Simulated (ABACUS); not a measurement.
Wanted: an ASE script for an ABACUS 3.10.1 run.

```yaml
Task: single point
Functional: PBE
Potentials_or_basis: PseudoDojo NC SR 0.4.1 PBE standard
Cutoff: 1102 eV
Density_cutoff: 4408 eV
Basis: plane waves
k_mesh: 7 × 7 × 6
Occupations: fermi-dirac, width 0.05 eV
Spin: no spin polarisation
Radial_cutoff_of_the_potentials_pseudo_rcut: 7 bohr
SCF_threshold_on_the_density: 1e-08
Max_SCF_steps: 100
Eigensolver: dav
Mixing: broyden
Mixing_share: 0.7
Symmetry_key: 1
Bands: 17
```

The structure of Ga lies in Ga.cif:

```cif
data_Ga
_cell_length_a 2.76600000
_cell_length_b 8.05300000
_cell_length_c 3.33200000
_cell_angle_alpha 90.00000000
_cell_angle_beta 92.02000000
_cell_angle_gamma 90.00000000
_space_group_name_H-M_alt 'C2/c'
_space_group_name_Hall '-C 2yc'
_space_group_IT_number 15
loop_
_space_group_symop_operation_xyz
'x,y,z'
'-x,-y,-z'
'-x,y,-z+1/2'
'x,-y,z+1/2'
'x+1/2,y+1/2,z'
'-x+1/2,-y+1/2,-z'
'-x+1/2,y+1/2,-z+1/2'
'x+1/2,-y+1/2,z+1/2'
loop_
_atom_site_label
_atom_site_type_symbol
_atom_site_symmetry_multiplicity
_atom_site_Wyckoff_symbol
_atom_site_fract_x
_atom_site_fract_y
_atom_site_fract_z
_atom_site_occupancy
Ga1 Ga 4 e 0.0000000000 0.8690000000 0.7500000000 1
```

This isn't the form of Ga at room conditions, which is orthorhombic.

The input as run:

run_abacus.py

```python
"""ABACUS run from a structure file: ASE reads it, the script writes STRU, KPT and INPUT."""
import re
import subprocess
import spglib
from ase import Atoms
from ase.io import read
from ase.units import Bohr

atoms = read("Ga.cif")
cell, frac, numbers = spglib.standardize_cell((atoms.cell[:], atoms.get_scaled_positions(), atoms.numbers), to_primitive=True, symprec=1e-4)
atoms = Atoms(numbers=numbers, cell=cell, scaled_positions=frac, pbc=True)  # the primitive cell
atoms = atoms[(-atoms.numbers).argsort(kind="stable")]  # ABACUS lists atoms element by element
pseudo = {'Ga': 'Ga.upf'}
orbital = {}
magmoms = None
kmesh = [7, 7, 6]
params = {
    'suffix': 'Ga',
    'calculation': 'scf',
    'basis_type': 'pw',
    'pseudo_dir': './',
    'symmetry': 1,
    'dft_functional': 'pbe',
    'ecutwfc': 81,
    'pseudo_rcut': 7,
    'nspin': 1,
    'nbands': 17,
    'ks_solver': 'dav',
    'smearing_method': 'fd',
    'smearing_sigma': 0.00367493,
    'scf_thr': 1e-08,
    'scf_nmax': 100,
    'mixing_type': 'broyden',
    'mixing_beta': 0.7,
    'cal_force': 1,
    'cal_stress': 1,
    'out_chg': 1,
    'out_pot': 2,
    'out_elf': 1,
}

symbols = atoms.get_chemical_symbols()
elements = list(dict.fromkeys(symbols))
lines = ["ATOMIC_SPECIES"] + [f"{e} {atoms.get_masses()[symbols.index(e)]:.4f} {pseudo[e]}" for e in elements]
if orbital:
    lines += ["", "NUMERICAL_ORBITAL"] + [orbital[e] for e in elements]
lines += ["", "LATTICE_CONSTANT", f"{1 / Bohr:.10f}", "", "LATTICE_VECTORS"]
lines += [" ".join(f"{x:.10f}" for x in v) for v in atoms.cell]
lines += ["", "ATOMIC_POSITIONS", "Direct"]
for e in elements:
    lines += ["", e, "0.0", str(symbols.count(e))]
    for i, p in enumerate(atoms.get_scaled_positions(wrap=False)):
        if symbols[i] == e:
            mag = "" if magmoms is None else " mag " + " ".join(str(x) for x in (magmoms[i] if isinstance(magmoms[i], list) else [magmoms[i]]))
            lines.append(" ".join(f"{x:.10f}" for x in p) + " 1 1 1" + mag)
open("STRU", "w").write("\n".join(lines) + "\n")
open("KPT", "w").write("K_POINTS\n0\nGamma\n%d %d %d 0 0 0\n" % tuple(kmesh))
open("INPUT", "w").write("INPUT_PARAMETERS\n" + "".join(f"{k:<20s}{v}\n" for k, v in params.items()))

done = subprocess.run(['mpirun', '-np', '4', 'abacus'])
if done.returncode:
    raise SystemExit(done.returncode)
log = open("OUT.Ga/running_scf.log").read()
print("final energy (eV):", re.findall(r"FINAL_ETOT_IS (\S+)", log))
```

Potentials or basis: PseudoDojo NC SR 0.4.1 PBE standard, plane waves.

Launch:

```console
$ OMP_NUM_THREADS=1 python run_abacus.py > log
```

It gave:

| Item | Value |
| --- | --- |
| Pressure | 2.2 GPa |
| Largest force | 0.149 eV/Å |
| Band gap on the k mesh | none (metal or under the smearing width) |

Wall time 47 s on 4 MPI ranks on Intel(R) Xeon(R) Platinum 8259CL CPU @ 2.50GHz (Skylake/Cascade Lake), on a shared host, peak memory 0.44 GiB a rank.
